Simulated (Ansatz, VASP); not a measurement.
**One calculation of HfN, two programs**

```
Hf N
1.0
     0.00000    2.45482    2.45482
     2.45482    0.00000    2.45482
     2.45482    2.45482    0.00000
Hf N
1 1
Cartesian
  0.0000 0.0000 0.0000
  3.6822 3.6822 3.6822
```

The cell comes from a database or a generator and needn't be the stable form of this composition.

Alike in both runs: task single point; functional PBEsol; k mesh 3 × 3 × 3; occupations methfessel-paxton of order 1, width 0.15 eV; no spin polarisation.

|  | VASP | Ansatz |
| --- | --- | --- |
| version | VASP 6.6.1 | Ansatz 0.2.0 |
| potentials or method | VASP PAW PBE potentials, release 64 (Hf_pv, N) | plane waves, PAW |
| plane-wave cutoff (eV) | 520 | 490 |
| valence electrons in the cell | 15 | 31 |

Ansatz gave:

- pressure (GPa): -6.2

Task: Estimate VASP's values.

Result: Pressure (GPa): -6.8.

The two sets of potentials don't hold the same shells in valence.

Caveats: the k mesh is coarse (spacing up to 0.74 Å⁻¹), so the values aren't converged; the PAW data sets were made with another functional, which shifts forces and pressure a little (VASP). Spin-orbit coupling is left out, which matters for the levels of Hf.
